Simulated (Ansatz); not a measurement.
Elastic constants of Ti at 11 GPa (stress–strain coefficients): input and output

Method: DFT PBEsol, scalar-relativistic, plane waves, PAW in Ansatz.

Launched with:
```bash
ansatz run input.yaml --threads 1 --pin off --max-ram 3072MiB --backend cpu --events-out ev --progress --plain --runs-dir out
```

Input (bare energies are in eV):
```yaml
crystal:
  lattice:
    - [0.0, 1.975319167, 1.975319167]
    - [1.975319167, 0.0, 1.975319167]
    - [1.975319167, 1.975319167, 0.0]
  atoms:
    - { symbol: Ti, position: [0.0, 0.0, 0.0] }
basis:
  ecutwfc: 420
kpoints:
  mp_grid: { grid: [20, 20, 20] }
hamiltonian:
  xc: pbesol
scf:
  occupations: { method: fermi_dirac, width: 0.15 }
output:
  forces: true
  stress: true
  eigenvalues: true
elastic:
  mode: relaxed_ion
  amplitude: 0.005
```

From the output:
```
--- Elastic constants: 2 strain directions × 4 members + reference (group order 48) ---
  dense FFT box of the reference and of every strained cell: 20×20×20
  strains applied: 11, 23; error gains: componentwise 1.00 (the most a stress slope's error grows in a printed constant), spectral 1.73 (1 for all six strains in a standard setting)
  C = ∂σ_k/∂η_j (tension-positive GPa; Voigt order 11 22 33 23 13 12):
       158.178    143.129    143.129     -0.000      0.000      0.000
       143.129    158.178    143.129      0.000     -0.000      0.000
       143.129    143.129    158.178      0.000      0.000     -0.000
        -0.000     -0.000      0.000     68.582      0.000     -0.000
        -0.000      0.000     -0.000     -0.000     68.582      0.000
         0.000     -0.000      0.000      0.000      0.000     68.582
  reference stress σ⁰ (GPa):    -10.995    -10.995    -10.995      0.000      0.000      0.000
  C* (energy form; C + prestress term) asymmetry max|C*_kj − C*_jk| = 5.684e-14 GPa — a small one proves nothing (zero by symmetry where the batch's group is 432, −43m or m−3m); a large one is finite-difference/SCF noise where every solve ...
  moduli (Voigt/Reuss/Hill, GPa): K = 148.15/148.15/148.15   G = 44.16/16.15/30.16   E = 84.72   ν = 0.405
  mechanically stable: yes (min eigenvalue of sym C = 15.05 GPa)
  strain η (Voigt 11):  stress-route row diagonal C_11 = 158.18 GPa, energy-path curvature d²(F+E_count+ΔE)/dδ²/Ω₀ = 158.17 GPa
    cells at ±δ against ±2δ: C31 143.14 and 143.17 GPa, apart by 0.02 % of the column's largest entry
         δ    σ_11 (GPa) F (eV) n_scf n_hpsi n_pw
    -1.000e-2     -12.6052       -2473.8460311       7  122140    310   relax 0 steps, max|allowed force component| 0.00e0 eV/Å
    -5.000e-3     -11.7933       -2473.8518985       4  110994    311   relax 0 steps, max|allowed force component| 0.00e0 eV/Å
     5.000e-3     -10.2115       -2473.8624789       4  105928    318   relax 0 steps, max|allowed force component| 0.00e0 eV/Å
     1.000e-2      -9.4413       -2473.8672051       6  110981    319   relax 0 steps, max|allowed force component| 0.00e0 eV/Å
  strain η (Voigt 23):  stress-route row diagonal C_44 = 68.58 GPa, energy-path curvature d²(F+E_count+ΔE)/dδ²/Ω₀ = 74.08 GPa
    cells at ±δ against ±2δ: C44 68.57 and 68.52 GPa, apart by 0.07 % of the column's largest entry
         δ    σ_23 (GPa) F (eV) n_scf n_hpsi n_pw
    -1.000e-2      -0.6852       -2473.8570227       7  222627    313   relax 0 steps, max|allowed force component| 0.00e0 eV/Å
    -5.000e-3      -0.3428       -2473.8572899       3  164972    313   relax 0 steps, max|allowed force component| 0.00e0 eV/Å
     5.000e-3       0.3428       -2473.8572899       3  163555    313   relax 0 steps, max|allowed force component| 0.00e0 eV/Å
     1.000e-2       0.6852       -2473.8570227       5  195937    313   relax 0 steps, max|allowed force component| 0.00e0 eV/Å
```

The run took 96 s on 1 thread of AMD EPYC 7R43 64-Core Processor (Zen 3), with other jobs on the host, peak memory 0.56 GiB.

In a metal, frequencies and elastic constants depend on the k mesh and the smearing, soft modes and shear constants most. Other phases may be more stable at this pressure.

The least eigenvalue is 15.0 GPa; in a metal on this mesh the verdict on stability isn't firm within about 20 GPa or a tenth of the bulk modulus.

This fcc form isn't the element's structure at ambient conditions.